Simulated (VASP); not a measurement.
Runs of VASP 6.6.1 on GaN. All rows change the cell; the cell of one of them follows. The structure is orthorhombic, space group Immm (No. 71). The conventional cell has a = 2.940 Å, b = 3.099 Å, c = 4.270 Å, α = 90.00°, β = 90.00°, γ = 90.00°. Ga (site symmetry mmm) is surrounded by 6 N at 2.14 Å. Around N (site symmetry mmm) lie 6 Ga at 2.14 Å. The cell comes from a database or a generator and needn't be the stable form of this composition.

```csv
cell,further INCAR settings,gap on the mesh (eV),pressure (GPa)
"strain +0.0525 x Voigt [0, 0, 0, 1, 0, 0], atoms carried along",ALGO = Fast; EDIFF = 1e-07; NBANDS = 16,0.07,(b)
"strain +0.0375 x Voigt [0, 0, 0, 1, 0, 0], atoms carried along",ALGO = Fast; EDIFF = 1e-06; NBANDS = 16,(a),0.6
"strain +0.0150 x Voigt [0, 0, 0, 1, 0, 0], atoms carried along",ALGO = Fast; EDIFF = 1e-06; NBANDS = 16,0.33,0.5
"strain +0.0450 x Voigt [0, 0, 0, 1, 0, 0], atoms carried along",ALGO = Fast; EDIFF = 1e-07; NBANDS = 16,0.13,0.6
```

Alike in all rows: task single point; level PBE; potentials or basis VASP PAW PBE potentials, release 64 (Ga_d, N); no spin polarisation; k mesh 14 × 14 × 14; cutoff (eV) 520; smearing gaussian 0.05 eV.

Question: Estimate the missing entries.

Answer: (a) 0.18; (b) 0.7.

A k mesh can miss the band edges, and the runs leave out spin-orbit coupling on Ga.
